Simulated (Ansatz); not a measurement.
# InP: the cost of one run

Computed with Ansatz 0.2.0 (DFT PBE, scalar-relativistic, plane waves, PAW, unless a step's input says otherwise).

The COD entry's cell or inner coordinates are ideal or old and differ from later refinements, so a difference from it is no clean test against experiment.

2 further runs of the same task are left out: 2 set aside as unsound or not needed.

### Step 1. The system as given

It takes space group F-43m (No. 216, cubic). The conventional cell has a = 5.960 Å, b = 5.960 Å, c = 5.960 Å, α = 90.00°, β = 90.00°, γ = 90.00°. Around In (site symmetry -43m) lie 4 P at 2.58 Å. P (site symmetry -43m) has 4 In at 2.58 Å as nearest neighbours.

Coordinates:

```cif
data_structure
_symmetry_space_group_name_H-M 'F-43m'
_symmetry_Int_Tables_number 216
_cell_length_a 5.9601
_cell_length_b 5.9601
_cell_length_c 5.9601
_cell_angle_alpha 90.000
_cell_angle_beta 90.000
_cell_angle_gamma 90.000
_cell_volume 211.72
loop_
_atom_site_label
_atom_site_type_symbol
_atom_site_symmetry_multiplicity
_atom_site_Wyckoff_symbol
_atom_site_fract_x
_atom_site_fract_y
_atom_site_fract_z
_atom_site_occupancy
In1 In 4 a 0.00000 0.00000 0.00000 1
P1 P 4 c 0.25000 0.25000 0.25000 1
```

It is the result of an earlier relaxation at this level (volume 26.46 Å³/atom; gap on the mesh: 0.44 eV).

The bulk reference comes from a run made before at the same settings: -3177.0042 eV/atom.

### Step 2. The (100) slab

Planes are indexed in the bulk's conventional cell (F-43m (No. 216)), a = 5.960 Å, b = 5.960 Å, c = 5.960 Å, α = 90.00°, β = 90.00°, γ = 90.00°.

The slab is a (100) slab, 10.4 Å thick as cut, with 15 Å of vacuum; its outer planes are In (top) and P (bottom).

The slab as cut. Layers, bottom to top:

```
plane  atoms per cell  height over the lowest (Å)
    1               P                        0.00
    2              In                        1.49
    3               P                        2.98
    4              In                        4.47
    5               P                        5.96
    6              In                        7.45
    7               P                        8.94
    8              In                       10.43
```

### Step 3. Single point on the unrelaxed (100) slab

A dipole layer in the vacuum cancels the field that periodic copies would set up if the slab's two faces differ.

Input file input.yaml:

```yaml
crystal:
  lattice:
    - [4.2144047934, 0.0, 0.0]
    - [0.0, 4.2144047934, 0.0]
    - [0.0, 0.0, 25.4301197284]
  atoms:
    - { symbol: P, position: [0.0, 0.5, 0.2949258627] }
    - { symbol: In, position: [0.5, 0.5, 0.3535184734] }
    - { symbol: P, position: [0.5, 0.0, 0.412111084] }
    - { symbol: In, position: [0.0, 0.0, 0.4707036947] }
    - { symbol: P, position: [0.0, 0.5, 0.5292963053] }
    - { symbol: In, position: [0.5, 0.5, 0.587888916] }
    - { symbol: P, position: [0.5, 0.0, 0.6464815266] }
    - { symbol: In, position: [0.0, 0.0, 0.7050741373] }
basis:
  ecutwfc: 420
kpoints:
  mp_grid: { grid: [8, 8, 1] }
hamiltonian:
  xc: pbe
scf:
  occupations: { method: gaussian, width: 0.05 }
output:
  forces: true
  stress: true
  eigenvalues: true
  write_density: true
  write_potential: true
  elf: true
  volumetric_format: npy
efield:
  axis: 3
  dipole_correction: true
  ramp_width: 0.04
```

Run with:

```sh
ansatz run input.yaml --threads 1 --pin off --max-ram 2560MiB --backend cpu --events-out ev --progress --plain --runs-dir out
```

**Question.** How long does this run take on 1 thread of Oxide Virtual Turin-like (Zen 5), shared host, and how much memory does it need?

About 63 s, with a peak of 0.76 GiB.
